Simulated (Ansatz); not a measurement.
# Rh(110) / 3 layers Pt(110) / Rh(110): resistance against film thickness

Aim: what a thin film of another metal adds to the resistance, first Rh(110) / 3 layers Pt(110) / Rh(110).

Program: Ansatz 0.2.0. Level of theory: Ansatz plane-wave DFT, PBEsol, PAW files; ballistic transport by layer matching (Landauer), zero bias; PAW set soft_1, in the first sound run; inputs show where later runs differ. Results are calculated unless marked as measured.

This is a report of a sequence of runs, with most program output left out.

### Step 1. Starting point

The cell holds 16 atoms: 13 Rh and 3 Pt. Cell: a = 2.689 Å, b = 3.803 Å, c = 21.903 Å, α = 90.0°, β = 90.0°, γ = 90.0°. It derives from Rh and Pt. Regions: lead, 13 atoms (13 Rh); films, 3 atoms (3 Pt). The structure is stacked along c, and the current runs across the ab planes.

### Step 2. With 3 layers

The film is laid into the lead at the lead's in-plane lattice, and the cell closes on the lead's own image. The mesh across the current, 28×20, is finer than the density's, because channels open and close sharply across the zone. Energies from -1 to 1 eV in steps of 0.036 eV cover the slope of the Fermi function at 300 K, so the program can form a conductance.

Contents of input.yaml:

```yaml
crystal:
  lattice:
    - [2.6891977995, 0.0, 0.0]
    - [0.0, 3.8031, 0.0]
    - [0.0, 0.0, 21.9031947015]
  atoms:
    - { symbol: Rh, position: [0.0, 0.0, 0.0306941275] }
    - { symbol: Rh, position: [0.5, 0.5, 0.0920823824] }
    - { symbol: Rh, position: [0.0, 0.0, 0.1534706373] }
    - { symbol: Rh, position: [0.5, 0.5, 0.2148588922] }
    - { symbol: Rh, position: [0.0, 0.0, 0.2762471471] }
    - { symbol: Rh, position: [0.5, 0.5, 0.337635402] }
    - { symbol: Pt, position: [0.0, 0.0, 0.4019883105] }
    - { symbol: Pt, position: [0.5, 0.5, 0.4693058725] }
    - { symbol: Pt, position: [0.0, 0.0, 0.5366234346] }
    - { symbol: Rh, position: [0.5, 0.5, 0.6009763431] }
    - { symbol: Rh, position: [0.0, 0.0, 0.662364598] }
    - { symbol: Rh, position: [0.5, 0.5, 0.7237528529] }
    - { symbol: Rh, position: [0.0, 0.0, 0.7851411078] }
    - { symbol: Rh, position: [0.5, 0.5, 0.8465293627] }
    - { symbol: Rh, position: [0.0, 0.0, 0.9079176176] }
    - { symbol: Rh, position: [0.5, 0.5, 0.9693058725] }
kpoints:
  mp_grid: { grid: [14, 10, 2] }
hamiltonian:
  xc: pbesol
  pseudopotentials: { kind: paw, azcp: { folder: soft_1 }, xc_functional: pbe }
scf:
  occupations: { method: fermi_dirac, width: 0.1 }
output:
  transmission: { leads: [[0, 1]], kmesh: [28, 20], e_range: [-1.0, 1.0], de: 0.036 }
  write_potential: true
  write_density: true
  volumetric_format: npy
  elf: true
```

Started as:

```console
ansatz run input.yaml --threads 4 --pin off --max-ram 8192MiB --backend cpu --events-out ev --progress --plain --runs-dir out
```

The job ended after 11 min (4 threads of Intel Xeon Platinum 8375C at 2.90GHz (Ice Lake), shared host; peak memory 2.6 GiB; 38 min of CPU time).

This step gave:

| Quantity | Value |
| --- | --- |
| free energy | -119560.7778 eV |
| energy at zero smearing | -119560.4109 eV |
| Fermi energy | 22.47 eV |
| cell area | 10.23 Å² |
| step of the lead's potential | 5.6 meV |
| ballistic conductance of the lead | 2.29e15 S/m² |
| estimated errors of the lead's conductance | 0, 3.5, 0.3 % (band edges, k-mesh, distance from neutral) |
| lead conductance per cell | 3.028 G₀ |
| conductance of the junction | 1.56e15 S/m² |
| junction conductance per cell | 2.058 G₀ |
| estimated errors of the junction's conductance | 0.3, 0, 2.9, 1.7, 0.1 % (energy step, band edges, k-mesh, leads' steps, distance from neutral) |
| area resistance that the stack adds (contact term taken off, spin by spin) | 0.2056 fΩ m² |

Per spin. Transmission, zone mean against energy, zero at the Fermi level:

```
energy (eV)  transmission, zone mean
     -1.000                     1.98
     -0.892                     2.05
     -0.820                     2.04
     -0.712                     2.04
     -0.640                     2.06
     -0.568                     2.09
     -0.532                     2.08
     -0.424                     2.07
     -0.352                     2.05
     -0.244                     2.08
     -0.136                     2.06
     -0.064                     2.04
      0.008                     2.05
      0.044                     2.08
      0.116                     2.06
      0.224                     2.02
      0.332                     1.88
      0.404                     1.77
      0.512                     1.55
      0.620                     1.32
      0.692                     1.20
      0.800                     1.07
      0.872                     1.01
      0.980                    0.957
```

Per spin. Table of open channels, zone mean, lead by energy, zero at the Fermi level:

energy (eV), open channels, zone mean, lead and a bar from the least value:
```
   -1.000       3.00 ########################
   -0.964       2.96 ########################
   -0.892       2.91 #######################
   -0.856       2.91 #######################
   -0.784       2.90 #######################
   -0.748       2.90 #######################
   -0.676       2.84 ######################
   -0.640       2.82 ######################
   -0.568       2.88 #######################
   -0.532       2.90 #######################
   -0.460       2.88 #######################
   -0.424       2.85 ######################
   -0.352       2.91 #######################
   -0.316       2.90 #######################
   -0.244       2.88 #######################
   -0.208       2.89 #######################
   -0.136       2.91 #######################
   -0.100       2.97 ########################
   -0.028       3.00 ########################
    0.008       3.04 #########################
    0.080       3.08 ##########################
    0.116       3.14 ##########################
    0.188       3.23 ############################
    0.224       3.25 ############################
    0.296       3.25 ############################
    0.332       3.31 #############################
    0.404       3.41 ##############################
    0.440       3.33 #############################
    0.512       3.11 ##########################
    0.548       2.92 #######################
    0.620       2.47 #################
    0.656       2.29 ###############
    0.728       1.91 ##########
    0.764       1.79 ########
    0.836       1.62 ######
    0.872       1.46 ####
    0.944       1.48 ####
    0.980       1.19
```

Transmission over k1 and k2. At 0.0080 eV from the Fermi level.

Values, 12 rows by 16 columns, each cell a mean:
```
0.65 0.54 2.21 2.29 2.03 2.45 2.10 2.25 2.72 2.02 2.34 2.32 2.13 2.28 1.65 0.31
0.00 0.18 1.57 2.30 2.50 2.49 2.44 2.10 2.25 2.37 2.45 2.51 2.46 2.16 0.81 0.05
0.48 0.78 1.13 1.81 2.13 2.12 2.01 2.14 2.34 2.22 2.03 2.14 2.08 1.49 0.96 0.61
2.09 2.00 1.64 1.75 1.88 1.90 2.17 2.86 3.14 2.54 2.01 1.88 1.88 1.59 1.84 2.07
3.62 3.25 1.79 1.58 1.95 1.93 2.17 2.96 3.19 2.61 2.01 1.92 1.96 1.27 2.65 3.41
4.42 4.27 2.79 1.59 1.96 1.99 2.25 3.01 3.20 2.71 2.07 1.97 1.71 1.94 3.64 4.37
4.12 3.75 2.14 1.51 1.95 1.95 2.19 3.00 3.20 2.66 2.02 1.94 1.93 1.33 3.06 3.95
2.58 2.52 1.63 1.72 1.93 1.90 2.21 2.88 3.17 2.56 2.02 1.90 1.94 1.42 2.19 2.53
1.23 1.18 1.35 1.60 1.90 1.95 1.93 2.64 2.89 2.35 1.91 1.93 1.86 1.43 1.22 1.23
0.00 0.36 1.31 2.34 2.47 2.41 2.38 1.89 1.99 2.33 2.35 2.45 2.44 2.05 0.77 0.16
0.22 0.31 1.96 2.15 2.35 2.52 2.33 2.15 2.52 2.13 2.47 2.47 2.32 2.11 1.27 0.10
1.27 0.74 2.46 2.52 2.23 1.53 1.82 2.53 3.01 2.22 1.56 1.92 2.31 2.53 2.01 0.42
```
Columns: k1 (b1) from -0.5 to 0.464; rows upwards: k2 (b2) from -0.5 to 0.45.

Open channels over k1 and k2. At 0.0080 eV from the Fermi level.

Ten even steps from '0' (0.00) to '9' (6.00):
```
3106666566656696656665666601
0003656666665565566666656300
0000666666666555666666666000
0011166666666353666666661110
3111533333336666633333335111
6655533333366666663333335556
6666133333365666563333331666
9996313333356666653333313699
9999613333556666655333316999
9999656333556666655333656999
9999613333556666655333316999
9996313333356666653333313699
6666133333365666563333331666
6655533333366666663333335556
3111533333336666633333335111
0011166666666353666666661110
0000666666666555666666666000
0003656666665565566666656300
3106666566656696656665666601
3306666663666999666366666603
```
Columns: k1 (b1) from -0.5 to 0.464; rows upwards: k2 (b2) from -0.5 to 0.45.

ELF in the ca plane at fractional y = 0.000, with atoms of Rh and Pt within 0.2 Å of it. It is the smooth field of the valence electrons, not physical close to the nuclei.

Ten even steps from '0' (0.13) to '9' (0.75), each cell a mean:
```
79973115898522379973125777621247776321699841
46752113676311257751123666411135664211367621
13321111232111123321012333210013332110123211
11111001121100111111001222100012221100112110
11211111121110112210011222100012222100112111
35541112455211135531113455310124553211255421
68873114788411268862125777521146775311588741
79984125899522379973125777621257776321699852
```
Columns run along c (16.0 Å, from fractional 0.00 to 0.74 of the cell), rows up along a (2.7 Å). Atoms in or near the plane, at fractional coordinates: Rh at (0.03, 0.00), Rh at (0.15, 0.00), Rh at (0.28, 0.00), Pt at (0.40, 0.00), Pt at (0.54, 0.00), Rh at (0.66, 0.00).

Valence density in the ca plane at fractional y = 0.000, with atoms of Rh and Pt within 0.2 Å of it. It is the smooth field of the valence electrons, not physical close to the nuclei.

Values in e/Å³, 5 rows by 16 columns, each cell a mean:
```
 7  3  1  8  1  3  6  0  5  4  0  6  4  1  7  2
 1  1  0  1  0  1  1  0  1  1  0  1  1  0  1  0
 0  0  0  0  0  0  0  0  0  0  0  0  0  0  0  0
 3  1  1  3  0  1  2  0  2  2  0  2  2  0  3  1
 9  4  2 10  1  4  8  1  7  5  0  7  5  1 10  3
```
Columns run along c (16.0 Å, from fractional 0.00 to 0.74 of the cell), rows up along a (2.7 Å). Atoms in or near the plane, at fractional coordinates: Rh at (0.03, 0.00), Rh at (0.15, 0.00), Rh at (0.28, 0.00), Pt at (0.40, 0.00), Pt at (0.54, 0.00), Rh at (0.66, 0.00).

Electrostatic potential energy in the ca plane at fractional y = 0.000, with atoms of Rh and Pt within 0.2 Å of it. With pseudopotentials it is smooth inside the atoms' cores, unlike the true potential.

Ten even steps from '0' (-56 eV) to '9' (26 eV), each cell a mean:
```
30026985101589730037995101489962013898410159
63358997434799853358997423699974236999733479
87789999877999987789999777999998778999977899
99999999999999999999999999999999999999999999
98899999988999998899999888999999889999988999
75569998645899975579998545799986457999854689
41137996212599741148996212589962114898521269
20016984000489620027984100389951003798300159
```
Columns run along c (16.0 Å, from fractional 0.00 to 0.74 of the cell; values clipped at the 3rd and 97th percentile), rows up along a (2.7 Å). Atoms in or near the plane, at fractional coordinates: Rh at (0.03, 0.00), Rh at (0.15, 0.00), Rh at (0.28, 0.00), Pt at (0.40, 0.00), Pt at (0.54, 0.00), Rh at (0.66, 0.00).

The lead's potential steps by 5.6 meV from period to period, small in itself. The program estimates the junction's conductance to 2.9 % from the k-mesh, 0.1 % from the leads' distance from neutral and 1.7 % from their steps.

By hand: 1/G − 1/G_lead = 1/1.559 − 1/2.294 = 0.206 fΩ m² with G in 10¹⁵ S/m².

### Step 3. With 5 layers, k-mesh 14×10×1, film layers 5

The stack now holds 5 film layers; the k-mesh follows the cell, and the energies span -0.27 to 0.27 eV.

System of this step: Rh(110) / 5 layers Pt(110) / Rh(110). The cell holds 18 atoms: 13 Rh and 5 Pt. Its edges and angles: a = 2.689 Å, b = 3.803 Å, c = 24.852 Å, α = 90.0°, β = 90.0°, γ = 90.0°. It derives from Rh and Pt. Regions: lead, 13 atoms (13 Rh); films, 5 atoms (5 Pt). The structure is stacked along c, and the current runs across the ab planes.

Contents of input.yaml:

```yaml
crystal:
  lattice:
    - [2.6891977995, 0.0, 0.0]
    - [0.0, 3.8031, 0.0]
    - [0.0, 0.0, 24.8521340379]
  atoms:
    - { symbol: Rh, position: [0.0, 0.0, 0.0270519807] }
    - { symbol: Rh, position: [0.5, 0.5, 0.081155942] }
    - { symbol: Rh, position: [0.0, 0.0, 0.1352599034] }
    - { symbol: Rh, position: [0.5, 0.5, 0.1893638648] }
    - { symbol: Rh, position: [0.0, 0.0, 0.2434678261] }
    - { symbol: Rh, position: [0.5, 0.5, 0.2975717875] }
    - { symbol: Pt, position: [0.0, 0.0, 0.3542886184] }
    - { symbol: Pt, position: [0.5, 0.5, 0.4136183189] }
    - { symbol: Pt, position: [0.0, 0.0, 0.4729480193] }
    - { symbol: Pt, position: [0.5, 0.5, 0.5322777198] }
    - { symbol: Pt, position: [0.0, 0.0, 0.5916074202] }
    - { symbol: Rh, position: [0.5, 0.5, 0.6483242511] }
    - { symbol: Rh, position: [0.0, 0.0, 0.7024282125] }
    - { symbol: Rh, position: [0.5, 0.5, 0.7565321739] }
    - { symbol: Rh, position: [0.0, 0.0, 0.8106361352] }
    - { symbol: Rh, position: [0.5, 0.5, 0.8647400966] }
    - { symbol: Rh, position: [0.0, 0.0, 0.918844058] }
    - { symbol: Rh, position: [0.5, 0.5, 0.9729480193] }
kpoints:
  mp_grid: { grid: [14, 10, 1] }
hamiltonian:
  xc: pbesol
  pseudopotentials: { kind: paw, azcp: { folder: soft_1 }, xc_functional: pbe }
scf:
  occupations: { method: fermi_dirac, width: 0.1 }
output:
  transmission:
    leads: [[0, 1]]
    kmesh: [28, 20]
    e_range: [-0.27, 0.27]
    de: 0.036
  write_potential: true
  write_density: true
  volumetric_format: npy
```

Elapsed: 5.5 min, on 4 threads; peak memory 2.2 GiB.

This step gave:

```
free energy                                                                : -144331.5897 eV
energy at zero smearing                                                    : -144331.1703 eV
Fermi energy                                                               : 22.55 eV
step of the lead's potential                                               : 8 meV
estimated errors of the lead's conductance                                 : 0, 3.5, 0.6 % (band edges, k-mesh, distance from neutral)
lead conductance per cell                                                  : 3.020 G₀
conductance of the junction                                                : 1.41e15 S/m²
junction conductance per cell                                              : 1.862 G₀
estimated errors of the junction's conductance                             : 0.2, 0.7, 3.2, 2.6, 0.2 % (energy step, band edges, k-mesh, leads' steps, distance from neutral)
area resistance that the stack adds (contact term taken off, spin by spin) : 0.2718 fΩ m²
```

Per spin. The transmission, zone mean by energy, zero at the Fermi level:

| energy (eV) | transmission, zone mean |
| --- | --- |
| -0.270 | 1.91 |
| -0.234 | 1.89 |
| -0.198 | 1.88 |
| -0.162 | 1.89 |
| -0.126 | 1.87 |
| -0.090 | 1.89 |
| -0.054 | 1.88 |
| -0.018 | 1.86 |
| 0.018 | 1.86 |
| 0.054 | 1.86 |
| 0.090 | 1.83 |
| 0.126 | 1.80 |
| 0.162 | 1.79 |
| 0.198 | 1.78 |
| 0.234 | 1.73 |
| 0.270 | 1.67 |

The conductance of the junction is 1.4e15 S/m², 9.5 % under the 1.6e15 S/m² of the last finished run.

### Step 4. With 6 layers, k-mesh 14×10×1, film layers 6

The stack now holds 6 film layers; the k-mesh follows the cell, and the energies span -0.27 to 0.27 eV.

System of this step: Rh(110) / 6 layers Pt(110) / Rh(110). The cell holds 18 atoms: 12 Rh and 6 Pt. Its edges and angles: a = 2.689 Å, b = 3.803 Å, c = 24.982 Å, α = 90.0°, β = 90.0°, γ = 90.0°. It derives from Rh and Pt. Regions: lead, 12 atoms (12 Rh); films, 6 atoms (6 Pt). The structure is stacked along c, and the current runs across the ab planes.

input.yaml, the sections that differ from step 3:

```yaml
crystal:
  lattice:
    - [2.6891977995, 0.0, 0.0]
    - [0.0, 3.8031, 0.0]
    - [0.0, 0.0, 24.9820048063]
  atoms:
    - { symbol: Rh, position: [0.0, 0.0, 0.026911349] }
    - { symbol: Rh, position: [0.5, 0.5, 0.080734047] }
    - { symbol: Rh, position: [0.0, 0.0, 0.134556745] }
    - { symbol: Rh, position: [0.5, 0.5, 0.1883794429] }
    - { symbol: Rh, position: [0.0, 0.0, 0.2422021409] }
    - { symbol: Rh, position: [0.5, 0.5, 0.2960248389] }
    - { symbol: Pt, position: [0.0, 0.0, 0.3524468233] }
    - { symbol: Pt, position: [0.5, 0.5, 0.411468094] }
    - { symbol: Pt, position: [0.0, 0.0, 0.4704893647] }
    - { symbol: Pt, position: [0.5, 0.5, 0.5295106353] }
    - { symbol: Pt, position: [0.0, 0.0, 0.588531906] }
    - { symbol: Pt, position: [0.5, 0.5, 0.6475531767] }
    - { symbol: Rh, position: [0.0, 0.0, 0.7039751611] }
    - { symbol: Rh, position: [0.5, 0.5, 0.7577978591] }
    - { symbol: Rh, position: [0.0, 0.0, 0.8116205571] }
    - { symbol: Rh, position: [0.5, 0.5, 0.865443255] }
    - { symbol: Rh, position: [0.0, 0.0, 0.919265953] }
    - { symbol: Rh, position: [0.5, 0.5, 0.973088651] }
# kpoints, hamiltonian, scf, output: as in step 3
```

Run time: 6.5 min. Hardware: 4 threads; peak memory 2.2 GiB; 22 min of CPU time.

Numbers from this step:

```yaml
free_energy: -150378.1824 eV
energy_at_zero_smearing: -150377.7617 eV
fermi_energy: 22.60 eV
step_of_the_lead_s_potential: 6.9 meV
estimated_errors_of_the_lead_s_conductance: 0, 3.5, 0.5 % (band edges, k-mesh, distance from neutral)
lead_conductance_per_cell: 3.025 G₀
conductance_of_the_junction: 1.37e15 S/m²
junction_conductance_per_cell: 1.809 G₀
estimated_errors_of_the_junction_s_conductance: 0.3, 0.1, 3.5, 2.4, 0.2 % (energy step, band edges, k-mesh, leads' steps, distance from neutral)
area_resistance_that_the_stack_adds_contact_term_taken_off_spin_by_spin: 0.2933 fΩ m²
```

Per spin. Table of transmission, zone mean by energy, zero at the Fermi level:

| energy (eV) | transmission, zone mean |
| --- | --- |
| -0.270 | 1.84 |
| -0.234 | 1.82 |
| -0.198 | 1.81 |
| -0.162 | 1.83 |
| -0.126 | 1.83 |
| -0.090 | 1.84 |
| -0.054 | 1.82 |
| -0.018 | 1.82 |
| 0.018 | 1.81 |
| 0.054 | 1.79 |
| 0.090 | 1.78 |
| 0.126 | 1.73 |
| 0.162 | 1.71 |
| 0.198 | 1.72 |
| 0.234 | 1.65 |
| 0.270 | 1.58 |

The conductance of the junction is 1.4e15 S/m², 2.9 % under the 1.4e15 S/m² of the last finished run, within the error estimates, leads' steps apart, of 3.2 and 3.5 %.

### Step 5. With 8 layers, k-mesh 14×10×1, film layers 8

The stack now holds 8 film layers; the k-mesh follows the cell, and the energies span -0.27 to 0.27 eV.

System of this step: Rh(110) / 8 layers Pt(110) / Rh(110). The cell holds 20 atoms: 12 Rh and 8 Pt. Its edges and angles: a = 2.689 Å, b = 3.803 Å, c = 27.931 Å, α = 90.0°, β = 90.0°, γ = 90.0°. It derives from Rh and Pt. Regions: lead, 12 atoms (12 Rh); films, 8 atoms (8 Pt). The structure is stacked along c, and the current runs across the ab planes.

input.yaml, the sections that differ from step 4:

```yaml
crystal:
  lattice:
    - [2.6891977995, 0.0, 0.0]
    - [0.0, 3.8031, 0.0]
    - [0.0, 0.0, 27.9309441427]
  atoms:
    - { symbol: Rh, position: [0.0, 0.0, 0.0240700582] }
    - { symbol: Rh, position: [0.5, 0.5, 0.0722101745] }
    - { symbol: Rh, position: [0.0, 0.0, 0.1203502908] }
    - { symbol: Rh, position: [0.5, 0.5, 0.1684904071] }
    - { symbol: Rh, position: [0.0, 0.0, 0.2166305234] }
    - { symbol: Rh, position: [0.5, 0.5, 0.2647706397] }
    - { symbol: Pt, position: [0.0, 0.0, 0.3152356106] }
    - { symbol: Pt, position: [0.5, 0.5, 0.3680254362] }
    - { symbol: Pt, position: [0.0, 0.0, 0.4208152617] }
    - { symbol: Pt, position: [0.5, 0.5, 0.4736050872] }
    - { symbol: Pt, position: [0.0, 0.0, 0.5263949128] }
    - { symbol: Pt, position: [0.5, 0.5, 0.5791847383] }
    - { symbol: Pt, position: [0.0, 0.0, 0.6319745638] }
    - { symbol: Pt, position: [0.5, 0.5, 0.6847643894] }
    - { symbol: Rh, position: [0.0, 0.0, 0.7352293603] }
    - { symbol: Rh, position: [0.5, 0.5, 0.7833694766] }
    - { symbol: Rh, position: [0.0, 0.0, 0.8315095929] }
    - { symbol: Rh, position: [0.5, 0.5, 0.8796497092] }
    - { symbol: Rh, position: [0.0, 0.0, 0.9277898255] }
    - { symbol: Rh, position: [0.5, 0.5, 0.9759299418] }
# kpoints, hamiltonian, scf, output: as in step 4
```

Wall time 7.7 min (4 threads); peak memory 2.7 GiB; 26 min of CPU time.

Numbers from this step:

- free energy: -175148.9348 eV
- energy at zero smearing: -175148.4737 eV
- Fermi energy: 22.68 eV
- step of the lead's potential: 5.5 meV
- ballistic conductance of the lead: 2.30e15 S/m²
- estimated errors of the lead's conductance: 0, 3.4, 0.1 % (band edges, k-mesh, distance from neutral)
- lead conductance per cell: 3.035 G₀
- conductance of the junction: 1.32e15 S/m²
- junction conductance per cell: 1.747 G₀
- estimated errors of the junction's conductance: 0.4, 0.1, 4.2, 7.5, 0 % (energy step, band edges, k-mesh, leads' steps, distance from neutral)
- area resistance that the stack adds (contact term taken off, spin by spin): 0.3208 fΩ m²

Per spin. Table of transmission, zone mean by energy, zero at the Fermi level:

```
energy (eV)  transmission, zone mean
     -0.270                     1.75
     -0.234                     1.76
     -0.198                     1.77
     -0.162                     1.76
     -0.126                     1.76
     -0.090                     1.75
     -0.054                     1.72
     -0.018                     1.75
      0.018                     1.76
      0.054                     1.76
      0.090                     1.72
      0.126                     1.68
      0.162                     1.66
      0.198                     1.63
      0.234                     1.56
      0.270                     1.49
```

The conductance of the junction is 1.3e15 S/m², 3.4 % under the 1.4e15 S/m² of the last finished run, within the error estimates, leads' steps apart, of 3.5 and 4.2 %.

(Part 1 of 2 ends here.)

[Logs are printed without paths, hosts, clocks, repeated set-up lines and the standing remarks that a program may print on its own settings, such as how far it seeks lower states.]

[Hosts, paths, dates, database ids (printed as entryN), source tags and the programs' standing remarks are cut or masked in the printed files.]
